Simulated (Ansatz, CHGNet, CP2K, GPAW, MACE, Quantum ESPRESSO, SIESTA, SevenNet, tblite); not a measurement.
# AlP(100) slab, H on both faces (90 atoms) in CP2K, part 3 of 3

How do the settings of CP2K change the result for AlP(100) slab, H on both faces (90 atoms)? A plane-wave run serves as the yardstick.

Program: CP2K 2026.2; the method stands at each step. Banners, paths, timers and routine set-up lines are dropped from the logs unmarked, and long logs keep their key lines alone; longer cuts are marked.

So far. Step 7 (PBE, DZVP-MOLOPT-SR, 450/30 Ry, diagonalisation): Against the first run (15 %), the force difference from the reference is 15 %, at 0.82 times the CPU time: the change moves forces by 0.11 meV/Å r.m.s., so most of the difference comes from elsewhere.

**9. LDA, DZVP-MOLOPT-SR, 450/50 Ry, diagonalisation**

Method: Kohn-Sham DFT, LDA, GTH-PADE pseudopotentials, Gaussian and plane waves, DZVP-MOLOPT-SR-GTH, diagonalisation.

Input file input.inp:

```
&GLOBAL
  PROJECT cell
  RUN_TYPE ENERGY_FORCE
  PRINT_LEVEL LOW
&END GLOBAL
&FORCE_EVAL
  METHOD QS
  &DFT
    BASIS_SET_FILE_NAME BASIS_MOLOPT
    POTENTIAL_FILE_NAME GTH_POTENTIALS
    &MGRID
      CUTOFF 450
      REL_CUTOFF 50
    &END MGRID
    &QS
      EPS_DEFAULT 1.0E-12
    &END QS
    &SCF
      SCF_GUESS ATOMIC
      EPS_SCF 1.0E-06
      MAX_SCF 200
      ADDED_MOS 35
      &DIAGONALIZATION
        ALGORITHM STANDARD
      &END DIAGONALIZATION
      &SMEAR ON
        METHOD FERMI_DIRAC
        ELECTRONIC_TEMPERATURE [K] 580
      &END SMEAR
      &MIXING
        METHOD BROYDEN_MIXING
        ALPHA 0.15
        NBROYDEN 8
      &END MIXING
      &PRINT
        &RESTART OFF
        &END RESTART
      &END PRINT
    &END SCF
    &XC
      &XC_FUNCTIONAL PADE
      &END XC_FUNCTIONAL
    &END XC
    &PRINT
      &MULLIKEN ON
      &END MULLIKEN
      &HIRSHFELD ON
        SHAPE_FUNCTION DENSITY
      &END HIRSHFELD
      &MO ON
        EIGENVALUES T
        OCCUPATION_NUMBERS T
        MO_INDEX_RANGE 115 138
        &EACH
          QS_SCF 0
        &END EACH
        ADD_LAST NUMERIC
      &END MO
    &END PRINT
  &END DFT
  &SUBSYS
    &CELL
      A 11.58877 0.00000 0.00000
      B 0.00000 11.58877 0.00000
      C 0.00000 0.00000 18.56080
    &END CELL
    &COORD
      SCALED
      Al 0.26587 0.16953 0.38638
      P 0.26553 0.33000 0.31558
      Al 0.10177 0.33509 0.53282
      P 0.10478 0.16784 0.45968
      Al 0.26637 0.16887 0.68003
      P 0.26354 0.33229 0.60794
      Al 0.26933 0.50219 0.38883
      P 0.26646 0.66668 0.31353
      Al 0.09905 0.66581 0.53411
      P 0.09990 0.50490 0.46137
      Al 0.26607 0.50442 0.68403
      P 0.27125 0.67058 0.60928
      Al 0.26484 0.83757 0.38641
      P 0.26384 0.99981 0.31264
      Al 0.10191 0.99499 0.53206
      P 0.10197 0.83502 0.46219
      Al 0.26744 0.83005 0.68096
      P 0.26532 0.99605 0.60555
      Al 0.60142 0.16568 0.38881
      P 0.60180 0.33779 0.31332
[... 66 atom lines left out ...]
      H 0.03260 0.00008 0.27075
      H 0.83335 0.99951 0.26917
      H 0.04409 0.83568 0.73101
      H 0.81991 0.83253 0.72837
    &END COORD
    &KIND Al
      BASIS_SET DZVP-MOLOPT-SR-GTH-q3
      POTENTIAL GTH-PADE-q3
    &END KIND
    &KIND P
      BASIS_SET DZVP-MOLOPT-SR-GTH-q5
      POTENTIAL GTH-PADE-q5
    &END KIND
    &KIND H
      BASIS_SET DZVP-MOLOPT-SR-GTH-q1
      POTENTIAL GTH-PADE-q1
    &END KIND
  &END SUBSYS
  &PRINT
    &FORCES ON
    &END FORCES
  &END PRINT
&END FORCE_EVAL
```

The run is started by

```console
OMP_NUM_THREADS=2 cp2k.psmp -i input.inp > output.txt
```

Numbers of over 12 decimals in the logs are rounded to 6 here.

The program printed:

```text
CP2K| version string:                                       CP2K version 2026.2
 CP2K| Input file name                                                 input.inp
 GLOBAL| Basis set file name                                        BASIS_MOLOPT
 GLOBAL| Potential file name                                      GTH_POTENTIALS
 GLOBAL| Run type                                                   ENERGY_FORCE
 GLOBAL| Total number of message passing processes                             1
 GLOBAL| Number of threads for this process                                    2
 TOTAL NUMBERS AND MAXIMUM NUMBERS
  Total number of            - Atomic kinds:                                   3
                             - Atoms:                                         90
[... lines left out ...]
                        Smear method:                                FERMI_DIRAC
[... lines left out ...]
 Number of electrons:                                                        252
[... lines left out ...]
  Step     Update method      Time    Convergence         Total energy    Change
[... lines left out ...]
  *** SCF run converged in    33 steps ***
[... lines left out ...]
  Fermi energy:                                                 0.049508
  Total energy:                                              -255.962688
  Total energy (extrapolated to T->0):                       -255.957571
[... lines left out ...]
 MO| E(Fermi):            0.049508 a.u.          1.347177 eV
[... lines left out ...]
       2     P        2          5.220407                             -0.220407
       3     Al       1          2.631543                              0.368457
[...]
89     H        3          0.947114                              0.052886
      90     H        3          0.954063                              0.045937
 # Total charge                            252.000000                  0.000000
 !-----------------------------------------------------------------------------!
 !-----------------------------------------------------------------------------!
                           Hirshfeld Charges
  #Atom  Element  Kind  Ref Charge     Population                    Net charge
      1       Al     1       3.000          2.851                         0.149
      2       P      2       5.000          5.006                        -0.006
      3       Al     1       3.000          2.819                         0.181
[...]
89       H      3       1.000          1.089                        -0.089
     90       H      3       1.000          1.089                        -0.089
  Total Charge                                                           -0.000
 !-----------------------------------------------------------------------------!
 ENERGY| Total FORCE_EVAL ( QS ) energy [hartree]           -255.962692
 FORCES| Atomic forces [hartree/bohr]
 FORCES|   Atom     x               y               z               |f|
 FORCES|      1  5.54838140E-03 -1.24950612E-02  1.09773163E-02   1.75331847E-02
 FORCES|      2 -2.46807673E-03  1.78485694E-02 -3.04320637E-03   1.82735858E-02
 FORCES|      3 -6.88628317E-03 -1.02122241E-03  1.08140540E-02   1.28610869E-02
[...]
FORCES|     89  2.01166056E-03 -6.53079083E-04  4.77145755E-03   5.21920470E-03
 FORCES|     90 -4.36659983E-03 -5.43088630E-04  8.57779002E-03   9.64057161E-03
 FORCES| Sum     1.00724999E-07 -7.13584267E-08 -9.49421741E-08
 FORCES| Total atomic force                                       1.55729146E-07
```

Run time: 2.4 min. Hardware: 2 threads of Arm Neoverse V2, shared host; peak memory 3.5 GiB; 4.2 min of CPU time.

Numbers from this run, and their distance from the reference:

| Quantity | Value |
| --- | --- |
| r.m.s. force component | 0.5238 eV/Å |
| r.m.s. difference of force components | 68.8 meV/Å |
| longest difference of force vectors | 289.4 meV/Å |
| force difference over r.m.s. force | 13.46 % |
| slope of forces against the reference's | 1.016 |
| correlation of force components | 0.9915 |

Against the first run (15 %), the force difference from the reference is 13 %, at 0.69 times the CPU time; another functional landing nearer a PBE reference means that errors partly cancel.

**10. The ladder**

Differences are against the plane-wave reference, forces as r.m.s. over components; share is that over the reference's r.m.s. force, slope the least-squares factor from reference forces to these. Total energies of different programs have different zeros and aren't compared.

```csv
run,"Δ force, r.m.s. (meV/Å)",share (%),slope,cores,CPU time,memory (GiB)
reference,-,-,-,8,93 s,2.1
"CP2K PBE, DZVP-MOLOPT-SR, 450/50 Ry, diagonalisation",78.4,15.3,1.014,2,6.1 min,3.7
"CP2K PBE, SZV-MOLOPT-SR, 450/50 Ry, diagonalisation (coarse)",345,67.6,1.141,1,4.3 min,3.5
"CP2K PBE, TZVP-MOLOPT (SR for Al), 450/50 Ry, diagonalisation",27.3,5.34,1.002,4,18 min,5.0
"CP2K PBE, DZVP-MOLOPT-SR, 630/50 Ry, diagonalisation",78.4,15.3,1.014,2,8.7 min,6.2
"CP2K PBE, DZVP-MOLOPT-SR, 315/50 Ry, diagonalisation (coarse)",78.4,15.3,1.014,2,4.9 min,2.3
"CP2K PBE, DZVP-MOLOPT-SR, 450/30 Ry, diagonalisation (coarse)",78.4,15.3,1.014,2,5 min,3.7
"CP2K PBE, DZVP-UZH, 450/50 Ry, diagonalisation",53.0,10.4,0.997,2,8.1 min,3.7
"CP2K LDA, DZVP-MOLOPT-SR, 450/50 Ry, diagonalisation",68.8,13.5,1.016,2,4.2 min,3.5
```

Rows marked coarse were listed beforehand as settings not expected to be converged; some can still land near the reference.

CPU time is summed over cores on a shared host, where runs went side by side, so it is rough. Symmetry, cutoffs, thresholds, outputs and thread counts weren't matched or tuned between programs; memory under MPI is the largest rank's times the ranks.

Mean charges by element (e), by run and scheme:

```csv
run,scheme,Al,P,H
reference,Löwdin,+0.40,-0.21,-0.06
"CP2K PBE, DZVP-MOLOPT-SR, 450/50 Ry, diagonalisation",Mulliken,+0.37,-0.40,+0.02
"CP2K PBE, DZVP-MOLOPT-SR, 450/50 Ry, diagonalisation",Hirshfeld,+0.20,-0.13,-0.05
"CP2K PBE, TZVP-MOLOPT (SR for Al), 450/50 Ry, diagonalisation",Mulliken,+0.33,-0.26,-0.05
"CP2K PBE, TZVP-MOLOPT (SR for Al), 450/50 Ry, diagonalisation",Hirshfeld,+0.20,-0.13,-0.05
"CP2K PBE, DZVP-MOLOPT-SR, 630/50 Ry, diagonalisation",Mulliken,+0.37,-0.40,+0.02
"CP2K PBE, DZVP-MOLOPT-SR, 630/50 Ry, diagonalisation",Hirshfeld,+0.20,-0.13,-0.05
"CP2K PBE, DZVP-MOLOPT-SR, 315/50 Ry, diagonalisation",Mulliken,+0.37,-0.40,+0.02
"CP2K PBE, DZVP-MOLOPT-SR, 315/50 Ry, diagonalisation",Hirshfeld,+0.20,-0.13,-0.05
"CP2K PBE, DZVP-UZH, 450/50 Ry, diagonalisation",Mulliken,+0.42,-0.32,-0.07
"CP2K PBE, DZVP-UZH, 450/50 Ry, diagonalisation",Hirshfeld,+0.20,-0.13,-0.05
"CP2K LDA, DZVP-MOLOPT-SR, 450/50 Ry, diagonalisation",Mulliken,+0.28,-0.36,+0.06
"CP2K LDA, DZVP-MOLOPT-SR, 450/50 Ry, diagonalisation",Hirshfeld,+0.18,-0.12,-0.04
```

The reference's Löwdin charges lack the electrons that the projection spills, 0.032 e an atom on average.

Within one program, basis, potentials and functional, energies share a zero. Each run against its twin at the usual cutoff or grid and solver:

```csv
run,twin,Δ energy (meV/atom),"Δ force, r.m.s. (meV/Å)",CPU time over the twin's
"CP2K PBE, DZVP-MOLOPT-SR, 630/50 Ry, diagonalisation","DZVP-MOLOPT-SR, 450/50 Ry, diagonalisation",3.0e-4,0.017,1.4
"CP2K PBE, DZVP-MOLOPT-SR, 315/50 Ry, diagonalisation","DZVP-MOLOPT-SR, 450/50 Ry, diagonalisation",-6.0e-4,0.24,0.79
"CP2K PBE, DZVP-MOLOPT-SR, 450/30 Ry, diagonalisation","DZVP-MOLOPT-SR, 450/50 Ry, diagonalisation",4.0e-4,0.114,0.82
```

Further runs of this program without a result: CP2K GFN1-xTB, diagonalisation (not converged); CP2K PBE+rVV10L, DZVP-MOLOPT-SR, 450/50 Ry, diagonalisation (cut off at its time limit).

**11. What came out**

| Item | Value |
| --- | --- |
| nearest in forces | CP2K PBE, TZVP-MOLOPT (SR for Al), 450/50 Ry, diagonalisation, 5.3 % |
| its CPU time | 18 min |

**Reading.** The PBE runs in local orbitals, coarse settings apart, differ by 5.3 % (CP2K PBE, TZVP-MOLOPT (SR for Al), 450/50 Ry, diagonalisation) to 15 % (CP2K PBE, DZVP-MOLOPT-SR, 450/50 Ry, diagonalisation); basis, grid and potentials can all enter. Rows with another functional or a dispersion term differ by 13 % (CP2K LDA, DZVP-MOLOPT-SR, 450/50 Ry, diagonalisation), which mixes the change of model with differences of basis and potentials. Runs with settings chosen to be coarse differ by 15 % (CP2K PBE, DZVP-MOLOPT-SR, 450/30 Ry, diagonalisation) to 68 % (CP2K PBE, SZV-MOLOPT-SR, 450/50 Ry, diagonalisation), their programs' other errors included. None of the electronic-structure runs in the table takes under half the reference's CPU time of 93 s; they take 2.7 to 12 times as much. Charges hang on scheme and program or settings: among these rows the mean for P runs from -0.40 to -0.12 e. Caps of real hydrogen don't mimic the fractional bonds of a polar compound, so surface states and strained caps may belong to the model. The electronic-structure runs sample only Γ, in a cell whose shortest periodic width is 12 Å, which is coarse for a cell with partly filled levels.

[Also dropped from logs without a mark: logging warnings of Python, and SIESTA's first energy breakdown and zero terms.]

[Logs are printed without paths, hosts, clocks, repeated set-up lines and the standing remarks that a program may print on its own settings, such as how far it seeks lower states.]

[Hosts, paths, dates, database ids (printed as entryN), source tags and the programs' standing remarks are cut or masked in the printed files.]
